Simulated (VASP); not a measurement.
## Ta: equilibrium volume by level of theory

Symmetry: Fm-3m, No. 225, cubic system. The conventional cell has a = 4.160 Å, b = 4.160 Å, c = 4.160 Å, α = 90.00°, β = 90.00°, γ = 90.00°. Ta (site symmetry m-3m) has 12 Ta at 2.94 Å as nearest neighbours.

This isn't the form of Ta at room conditions, which is bcc.

```tsv
rung	level	program and potentials	cutoff (eV)	k mesh	smearing	equilibrium volume (Å³/atom)	notes
LDA	LDA	VASP, LDA PAW files Ta_pv, 600 eV	600	18 × 18 × 18	gaussian 0.1	17.81	11 valence electrons an atom on average
GGA	PBE	VASP, PBE PAW files Ta_pv, 600 eV	600	18 × 18 × 18	gaussian 0.1	18.83	11 valence electrons an atom on average
GGA + dispersion	PBE+D3(BJ)	VASP, PBE PAW files Ta_pv, 600 eV	600	18 × 18 × 18	gaussian 0.1	18.29	11 valence electrons an atom on average
GGA	PBEsol	VASP, PBE PAW files Ta, 580 eV	580	18 × 18 × 18	gaussian 0.1	18.07	potentials made for PBE; 5 valence electrons an atom on average
GGA	PBEsol	VASP, PBE PAW files Ta_pv, 300 eV	300	18 × 18 × 18	gaussian 0.1	18.16	potentials made for PBE; 11 valence electrons an atom on average
GGA	PBEsol	VASP, PBE PAW files Ta_pv, 600 eV	600	6 × 6 × 6	gaussian 0.1	18.25	coarse mesh; potentials made for PBE; 11 valence electrons an atom on average
GGA	PBEsol	VASP, PBE PAW files Ta_pv, 600 eV	600	18 × 18 × 18	gaussian 0.1	18.22	potentials made for PBE; 11 valence electrons an atom on average
GGA	RPBE	VASP, PBE PAW files Ta_pv, 600 eV	600	18 × 18 × 18	gaussian 0.1	19.16	potentials made for PBE; 11 valence electrons an atom on average
```

Task: relaxation of cell and atoms. All rows: no spin polarisation. Smearing widths are in eV. For a metal such meshes aren't converged. Meshes differ between rows, which moves values too. Meshes are those of the run's cell of 1 atom unless a note names another. Relaxations start from the cell shown or near it and stop with a little pressure left. Runs on faulty files, with rough fits or with known faults for this quantity aren't shown. No row holds spin-orbit coupling.

By rung: LDA 17.81; GGA 18.07 to 19.16; GGA + dispersion 18.29; GGA on coarse meshes 18.25 (Å³/atom).
